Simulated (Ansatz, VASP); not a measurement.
# H15C19 (C wire along [111], 38 atoms a period, H-terminated): VASP beside Ansatz, part 2 of 2

Aim: how closely do two programs agree when they are given the same cell, functional and k mesh? The structure shown is the start of the Ansatz relaxation below; VASP solves that cell, so the two are compared at the walk's first step.

VASP 6.6.1 and Ansatz 0.2.0.

So far: Starting point; Ansatz: relaxation, PBE.

**3. VASP: single point, PBE, start cell**

Level of this step: PBE; plane waves and PAW (C, H) (VASP).

The same cell, functional, mesh and smearing now go to VASP, with its own data sets.

Lines of VASP's logs that name or quote its potential files are left out, and so is its time.

INCAR reads:

```
SYSTEM = H15C19
PREC = Accurate
ENCUT = 520
EDIFF = 1E-06
NELM = 120
ISMEAR = -1
SIGMA = 0.05
LREAL = Auto
ALGO = Normal
GGA = PE
NBANDS = 144
LORBIT = 11
LWAVE = .FALSE.
LCHARG = .FALSE.
ISIF = 2
LASPH = .TRUE.
GGA_COMPAT = .FALSE.
EFERMI = MIDGAP
KPAR = 4
```

POSCAR reads:

```
H15C19
1.0
   13.6780000000      0.0000000000      0.0000000000
    0.0000000000     14.7420000000      0.0000000000
    0.0000000000      0.0000000000      6.1834210000
C H
38 30
Direct
    0.4077214871      0.4505573192      0.0000000001
    0.5000000000      0.3022619726      0.0000000001
    0.5922785129      0.4505573192      0.0000000001
    0.3154429376      0.5988525980      0.2500000405
    0.4077214871      0.4505573192      0.2500000405
    0.5000000000      0.3022619726      0.2500000405
    0.5000000000      0.5988525980      0.2500000405
    0.5922785129      0.4505573192      0.2500000405
    0.6845570624      0.5988525980      0.2500000405
    0.3154429376      0.4011255596      0.3333333603
    0.4077214871      0.5494208384      0.3333333603
    0.5000000000      0.4011255596      0.3333333603
    0.5000000000      0.6977161850      0.3333333603
    0.5922785129      0.5494208384      0.3333333603
    0.6845570624      0.4011255596      0.3333333603
    0.3154429376      0.4011255596      0.5833334008
    0.4077214871      0.5494208384      0.5833334008
    0.5000000000      0.4011255596      0.5833334008
    0.5000000000      0.6977161850      0.5833334008
    0.5922785129      0.5494208384      0.5833334008
    0.6845570624      0.4011255596      0.5833334008
    0.3154429376      0.4999890788      0.6666667207
    0.4077214871      0.3516937322      0.6666667207
    0.4077214871      0.6482844254      0.6666667207
    0.5000000000      0.4999890788      0.6666667207
    0.5922785129      0.6482844254      0.6666667207
    0.5922785129      0.3516937322      0.6666667207
    0.6845570624      0.4999890788      0.6666667207
    0.3154429376      0.4999890788      0.9166666802
    0.4077214871      0.3516937322      0.9166666802
    0.4077214871      0.6482844254      0.9166666802
    0.5000000000      0.4999890788      0.9166666802
    0.5922785129      0.6482844254      0.9166666802
    0.5922785129      0.3516937322      0.9166666802
    0.6845570624      0.4999890788      0.9166666802
    0.3154429376      0.5988525980      0.0000000001
    0.5000000000      0.5988525980      0.0000000001
    0.6845570624      0.5988525980      0.0000000001
    0.2485855023      0.4369397639      0.2729568309
    0.3154429376      0.3294971171      0.2729568309
    0.4331425282      0.7335303894      0.2729568309
    0.5668574718      0.7335303894      0.2729568309
    0.6845570624      0.3294971171      0.2729568309
    0.7514144977      0.4369397639      0.2729568309
    0.2485855023      0.5630383937      0.3103765699
    0.3154429376      0.6704810405      0.3103765699
    0.4331425282      0.2664477682      0.3103765699
    0.5668574718      0.2664477682      0.3103765699
    0.6845570624      0.6704810405      0.3103765699
    0.7514144977      0.5630383937      0.3103765699
    0.2485855023      0.5358032831      0.6062901912
    0.3408640518      0.6840986298      0.6062901912
    0.4077214871      0.2800653236      0.6062901912
    0.5922785129      0.2800653236      0.6062901912
    0.6591359482      0.6840986298      0.6062901912
    0.7514144977      0.5358032831      0.6062901912
    0.2485855023      0.3653113214      0.6437098494
    0.5000000000      0.7693445936      0.6437098494
    0.7514144977      0.3653113214      0.6437098494
    0.2485855023      0.6346668362      0.9396235514
    0.5000000000      0.2306335640      0.9396235514
    0.7514144977      0.6346668362      0.9396235514
    0.2485855023      0.4641748745      0.9770432096
    0.3408640518      0.3158795278      0.9770432096
    0.4077214871      0.7199128340      0.9770432096
    0.5922785129      0.7199128340      0.9770432096
    0.6591359482      0.3158795278      0.9770432096
    0.7514144977      0.4641748745      0.9770432096
```

KPOINTS reads:

```
Automatic mesh
0
Gamma
1 1 13
0 0 0
```

Potentials, in the order of the species: C and H (PBE family, release 64).

On the command line:

```bash
$ mpirun -np 8 vasp_std
```

Numbers of over 12 decimals in the logs are rounded to 6 here.

Log:

```text
[banner, memory and clock lines left out]
running    8 mpi-ranks, on    1 nodes
[...]
|                                                                             |
|           W    W    AA    RRRRR   N    N  II  N    N   GGGG   !!!           |
|           W    W   A  A   R    R  NN   N  II  NN   N  G    G  !!!           |
|           W    W  A    A  R    R  N N  N  II  N N  N  G       !!!           |
|           W WW W  AAAAAA  RRRRR   N  N N  II  N  N N  G  GGG   !            |
|           WW  WW  A    A  R   R   N   NN  II  N   NN  G    G                |
|           W    W  A    A  R    R  N    N  II  N    N   GGGG   !!!           |
|                                                                             |
|     For optimal performance we recommend to set                             |
|       NCORE = 2 up to number-of-cores-per-socket                            |
|     NCORE specifies how many cores store one orbital (NPAR=cpu/NCORE).      |
|     This setting can greatly improve the performance of VASP for DFT.       |
|     The default, NCORE=1 might be grossly inefficient on modern             |
|     multi-core architectures or massively parallel machines. Do your        |
|     Unfortunately you need to use the default for GW and RPA                |
|     calculations (for HF NCORE is supported but not extensively tested      |
|     yet).                                                                   |
|                                                                             |

 LDA part: xc-table for (Slater+PW92), standard interpolation
 POSCAR, INCAR and KPOINTS ok, starting setup
[...]
entering main loop
       N       E                     dE             d eps       ncg     rms          rms(c)
DAV:   1     0.128439318819E+04    0.12844E+04   -0.73001E+04  2048   0.102E+03
DAV:   2    -0.273253302570E+03   -0.15576E+04   -0.14650E+04  2920   0.247E+02
DAV:   3    -0.478802154304E+03   -0.20555E+03   -0.20410E+03  2584   0.897E+01
DAV:   4    -0.484939692975E+03   -0.61375E+01   -0.61166E+01  2768   0.184E+01
[...]
DAV:  23    -0.454560541766E+03   -0.21486E-05   -0.17230E-07  1704   0.788E-04    0.221E-04
DAV:  24    -0.454560542861E+03   -0.10955E-05   -0.76163E-08  1648   0.484E-04    0.148E-04
DAV:  25    -0.454560543199E+03   -0.33815E-06   -0.33538E-08  1712   0.357E-04
   1 F= -.45456054E+03 E0= -.45456054E+03  d E =-.202026E-14
```

From OUTCAR (step 3):

```text
 POSITION                                       TOTAL-FORCE (eV/Angst)
 -----------------------------------------------------------------------------------
      5.57681      6.64212      0.00000        -0.478275     -0.276525      0.067775
      6.83900      4.45595      0.00000         0.000000     -0.227299      0.510766
      8.10119      6.64212      0.00000         0.478275     -0.276525      0.067775
      4.31463      8.82828      1.54586        -0.330651      0.196071     -0.482871
      5.57681      6.64212      1.54586        -0.395925     -0.233943     -0.111208
      6.83900      4.45595      1.54586         0.000000     -0.390635     -0.482626
      6.83900      8.82828      1.54586         0.000000      0.461415     -0.111243
      8.10119      6.64212      1.54586         0.395925     -0.233943     -0.111208
      9.36337      8.82828      1.54586         0.330651      0.196071     -0.482871
      4.31463      5.91339      2.06114        -0.330651     -0.196071      0.482871
      5.57681      8.09956      2.06114        -0.395925      0.233943      0.111208
      6.83900      5.91339      2.06114         0.000000     -0.461415      0.111243
      6.83900     10.28573      2.06114         0.000000      0.390635      0.482626
      8.10119      8.09956      2.06114         0.395925      0.233943      0.111208
[...]
-----------------------------------------------------------------------------------
    total drift:                               -0.000000      0.000000     -0.000002

  FREE ENERGIE OF THE ION-ELECTRON SYSTEM (eV)
  ---------------------------------------------------
  free  energy   TOTEN  =      -454.5605431994 eV

  energy  without entropy=     -454.5605431994  energy(sigma->0) =     -454.56054320

[... 2 further parts left out ...]
```

**4. Differences**

Known differences besides the potentials themselves: the cutoff is 420 eV in Ansatz and 520 eV in VASP (PREC = Accurate, projectors in real space). Total energies have different zeros and are not compared.

Forces on 10 of the 68 atoms, those with the largest forces and the largest differences (eV/Å; atoms numbered as in POSCAR):

```csv
atom,"Ansatz x, y, z","VASP x, y, z"
H41,"0.851, -0.098, 0.282","0.832, -0.085, 0.274"
H42,"-0.851, -0.098, 0.282","-0.832, -0.085, 0.274"
H44,"-0.510, -0.687, 0.282","-0.489, -0.678, 0.274"
H45,"0.510, 0.687, -0.282","0.489, 0.678, -0.274"
H47,"0.851, 0.098, -0.282","0.832, 0.085, -0.274"
H48,"-0.851, 0.098, -0.282","-0.832, 0.085, -0.274"
H50,"-0.510, 0.687, -0.282","-0.489, 0.678, -0.274"
H57,"0.385, 0.222, -0.114","0.364, 0.210, -0.106"
H58,"0.000, -0.444, -0.114","0.000, -0.420, -0.106"
H61,"0.000, 0.444, 0.114","0.000, 0.420, 0.106"
```

The forces differ by 10 meV/Å r.m.s., which is 2.7 % of the r.m.s. force of 0.373 eV/Å (both taken over all components).

**5. Results**

- r.m.s. force difference (single point, PBE, start cell): 2.7 % of the r.m.s. force

**Reading.** The r.m.s. force difference is 2.7 % of the r.m.s. force (single point, PBE, start cell), within the 3 % picked in this series as the mark of a large difference. VASP runs on this material, other cells of it included, that failed, so that no pair exists: single point, PBE (timeout). Such differences can come from data sets, numerical settings and the points named under the comparisons, not from the functional's error against experiment.

[Lines on the potential files, build, host, timing and source positions are cut from VASP's logs without a mark.]

[Logs are printed without paths, hosts, clocks, repeated set-up lines and the standing remarks that a program may print on its own settings, such as how far it seeks lower states.]

[Hosts, paths, dates, database ids (printed as entryN), source tags and the programs' standing remarks are cut or masked in the printed files.]
